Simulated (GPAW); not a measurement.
Crystal: La2O3.

```
La O
1.0
     3.93078    0.00000    0.00000
    -1.96539    3.40415    0.00000
     0.00000    0.00000    6.11195
La O
2 3
Direct
  0.33333 0.66667 0.24624
  0.66667 0.33333 0.75376
  0.00000 0.00000 0.00000
  0.33333 0.66667 0.64589
  0.66667 0.33333 0.35411
```

The cell is a database's computed one.

Base run:

| Quantity | Value |
| --- | --- |
| Program | GPAW 26.7.0 |
| Functional | PBE |
| Potentials or basis | GPAW PAW data sets (gpaw-data 1.2.1) |
| Cutoff | 800 eV |
| Basis | pw |
| k mesh | 8 × 8 × 5 |
| Occupations | fermi-dirac, width 0.05 eV |
| Spin | no spin polarisation |

Its results: band gap on the k mesh 3.89 eV, indirect (least direct gap 4.07 eV); pressure 2.2 GPa; largest force 0.041 eV/Å.

Q: After a change of settings the same cell gave: band gap on the k mesh 4.03 eV, indirect (least direct gap 4.18 eV); pressure 2.2 GPa; largest force 0.041 eV/Å. Which change was it?
A. functional from PBE to r2SCAN; k mesh from 8 × 8 × 5 to 5 × 5 × 3
B. cutoff from 800 eV to 680 eV; k mesh from 8 × 8 × 5 to 5 × 5 × 3; occupations from fermi-dirac, width 0.05 eV to fermi-dirac, width 0.2 eV
C. k mesh from 8 × 8 × 5 to 5 × 5 × 3

A: C.

Caveats: one-centre terms of the f shell are cut off; spin-orbit coupling is left out, which moves the levels of the heavy elements; an odd mesh through Γ misses points on the zone boundary, where band edges often lie (some runs); the mesh misses the band edges, which the band path finds closer together (some runs).

Not every run made on this cell is shown here.
